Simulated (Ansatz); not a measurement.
# Re: how the axes shrink under pressure

Re, P6_3/mmc, a = 2.777 Å, c = 8.951 Å. Ansatz: PBE, PAW, 420 eV, Γ-centred 18×18×6 mesh on 4 atoms, Gaussian smearing 0.10 eV; no spin polarisation. Cell and atoms are relaxed at each pressure, and no other structure is tried, so the rows at high pressure may lie past a change of phase. y = 100 ln(c/c0) with c0 = 8.9505 Å, so nearly a change in per cent. The pressures are the targets, met within 0.04 GPa.

```tsv
P (GPa)	y	100 ln(a/a0)
-2.0	?	?
0.0	0.00	0.00
2.0	-0.18	-0.18
5.0	-0.45	-0.45
10.0	-0.85	-0.87
20.0	-1.63	-1.64
40.0	-2.98	-3.00
```

Question: Fit y = c1 P + c2 P² to the other rows, give the linear compressibility along c, and predict the missing y.

Answer: Least squares on the rows shown. y = −0.08896 P + 0.0003622 P². The linear compressibility along c is −c1/100 = 0.89 per TPa, against 0.90 along a from the same fit to the last column (its missing entry is 0.18): the crystal is about as stiff along both at low pressure. At P = -2.0 the fit asked for gives 0.18. The run gave 0.18, the same to the digits shown.

Spin–orbit coupling is left out, which can shift energies with elements as heavy as these.